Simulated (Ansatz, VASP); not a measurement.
## One calculation of H4C, two programs

```
H C
1.0
    -2.55329    2.47892    2.47892
     2.55329   -2.47892    2.47892
     2.55329    2.47892   -2.47892
H C
4 1
Direct
  0.00000 0.00000 0.74631
  0.74631 0.00000 0.00000
  0.00000 0.74631 0.00000
  0.25369 0.25369 0.25369
  0.00000 0.00000 0.00000
```

Change from the starting cell: strain +0.0300 x Voigt [1, 0, 0, 0, 0, 0], atoms carried along.

Alike in both runs: task single point; functional PBEsol; k mesh 6 × 6 × 6; occupations gaussian, width 0.05 eV; no spin polarisation.

|  | VASP | Ansatz |
| --- | --- | --- |
| version | VASP 6.6.1 | Ansatz 0.2.0 |
| potentials or method | VASP PAW PBE potentials, release 64 (H, C) | scalar-relativistic, plane waves, PAW |
| plane-wave cutoff (eV) | 520 | 420 |
| valence electrons in the cell | 8 | 8 |

```tsv
	VASP	Ansatz	Ansatz less VASP
gap on the k mesh at the Fermi level (eV)	7.52	7.52	+0.003
least direct gap on the mesh (eV)	7.52	7.52	+0.003
pressure (GPa)	-0.3	-0.3	+0.03
largest component of the traceless stress (GPa)	0.68	0.68	+0.006
rms of the force components (eV/Å)	0.066	0.071	+0.0054
```

Atom by atom the forces differ by 0.017 eV/Å (rms over components).

Caveats: the PAW data sets were made with another functional, which shifts forces and pressure a little (VASP). A k mesh can miss the band edges.
